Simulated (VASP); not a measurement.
The system is TePb.

```
Pb Te
1.0
     0.00000    3.23100    3.23100
     3.23100    0.00000    3.23100
     3.23100    3.23100    0.00000
Pb Te
1 1
Direct
  0.00000 0.00000 0.00000
  0.50000 0.50000 0.50000
```

Base run:

| Quantity | Value |
| --- | --- |
| Program | VASP 6.6.1 |
| Functional | revTPSS |
| Potentials or basis | VASP PAW PBE potentials, release 64 (Pb_d, Te) |
| Cutoff | 520 eV |
| k mesh | 7 × 7 × 7 |
| Occupations | fermi-dirac, width 0.05 eV |
| Spin | no spin polarisation |

Its results: pressure 0.8 GPa.

The run is repeated on the same cell with these changes: functional from revTPSS to TPSS. What comes out?

Pressure 1.7 GPa.

Caveats: the PAW data sets were made with another functional, which shifts forces and pressure a little.
